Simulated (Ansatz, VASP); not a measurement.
**Bi in VASP and in Ansatz**

```
Bi
1.0
    -1.94114    1.94114    1.94114
     1.94114   -1.94114    1.94114
     1.94114    1.94114   -1.94114
Bi
1
Direct
  0.00000 0.00000 0.00000
```

Alike in both runs: functional LDA; k mesh 16 × 16 × 16; occupations gaussian, width 0.1 eV; no spin polarisation.

Ansatz relaxed the structure, and its values are those at the end. VASP's run is a single point on that final structure, the one shown.

|  | VASP | Ansatz |
| --- | --- | --- |
| version | VASP 6.6.1 | Ansatz 0.2.0 |
| potentials or method | VASP PAW LDA potentials, release 64 (Bi_d) | scalar-relativistic, plane waves, PAW |
| plane-wave cutoff (eV) | 520 | 420 |
| valence electrons in the cell | 15 | 15 |

```tsv
	VASP	Ansatz	Ansatz less VASP
gap on the k mesh at the Fermi level (eV)	none	none	-
pressure (GPa)	0.1	0.0	-0.11
```

A gap of «none» marks a metal or a gap that the smearing closes.

Caveats: spin-orbit coupling is left out, which moves the levels of the heavy elements.
